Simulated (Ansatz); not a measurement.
# BN: the cost of one run

Program: Ansatz 0.2.0. Level of theory: DFT LDA, scalar-relativistic, plane waves, PAW. These are calculated values, not measurements.

1 further run of the same task is left out (set aside as unsound or not needed).

## (1) The system as given

It takes space group P6_3/mmc (No. 194, hexagonal). The conventional cell has a = 2.488 Å, b = 2.488 Å, c = 6.495 Å, α = 90.00°, β = 90.00°, γ = 120.00°. B (site symmetry -6m2) has 3 N at 1.44 Å as nearest neighbours. N (site symmetry -6m2) is surrounded by 3 B at 1.44 Å.

As a file:

```cif
data_structure
_symmetry_space_group_name_H-M 'P 1'
_symmetry_Int_Tables_number 1
_cell_length_a 2.4884
_cell_length_b 2.4884
_cell_length_c 6.4953
_cell_angle_alpha 90.000
_cell_angle_beta 90.000
_cell_angle_gamma 120.000
_cell_volume 34.83
loop_
_atom_site_label
_atom_site_type_symbol
_atom_site_fract_x
_atom_site_fract_y
_atom_site_fract_z
_atom_site_occupancy
B1 B 0.33333 0.66667 0.25000 1
B2 B 0.66667 0.33333 0.75000 1
N1 N 0.33333 0.66667 0.75000 1
N2 N 0.66667 0.33333 0.25000 1
```

This cell was relaxed beforehand with the same method: volume 8.71 Å³/atom, gap on the mesh 4.07 eV.

## (2) The scan

The energy is mapped over a normal mode and a strain (zone-centre modes of the cell shown) (x along [1 0 0], y along [1 2 0], z along [0 0 1] of the conventional cell).

- amplitude of mode 4 (50 cm⁻¹), largest displacement in the unstrained cell: 7 values from −0.431 to 0.431 Å
- strain +e along z and -e/2 along x and y: 7 values from −7.00 to 7.00 %

Nothing else is relaxed (the pattern is fixed in fractional coordinates). Energies count from the relaxed high-symmetry cell. Points are written as (first, second).

The modes come from a phonon run on the reference cell, made beforehand.

The patterns, per unit of each coordinate (Å):

| atom | x1 | y1 | z1 |
| --- | --- | --- | --- |
| B1 | 1.000 | 0.000 | 0.000 |
| B2 | -1.000 | 0.000 | 0.000 |
| N3 | -0.999 | 0.000 | 0.000 |
| N4 | 0.999 | 0.000 | 0.000 |

## (3) Point (0.000 Å, −7.00 %)

input.yaml reads:

```yaml
crystal:
  lattice:
    - [2.5754440236, 0.0, 0.0]
    - [-1.2877220118, 2.2303999504, 0.0]
    - [0.0, 0.0, 6.0406024751]
  atoms:
    - { symbol: B, position: [0.3333333333, 0.6666666667, 0.25] }
    - { symbol: B, position: [0.6666666667, 0.3333333333, 0.75] }
    - { symbol: "N", position: [0.3333333333, 0.6666666667, 0.75] }
    - { symbol: "N", position: [0.6666666667, 0.3333333333, 0.25] }
basis:
  ecutwfc: 520.0
kpoints:
  mp_grid: { grid: [12, 12, 4] }
hamiltonian:
  xc: lda
  pseudopotentials: { kind: paw, azcp: { folder: soft_1 } }
scf:
  occupations: { method: gaussian, width: 0.05 }
output:
  forces: true
  stress: true
  eigenvalues: true
```

On the command line:

```bash
$ ansatz run input.yaml --threads 1 --pin off --max-ram 2048MiB --backend cpu --events-out ev --progress --plain --runs-dir out
```

What time and memory should one allow on 1 thread of Arm Neoverse N1, shared host?

About 4 s, with a peak of 0.29 GiB.
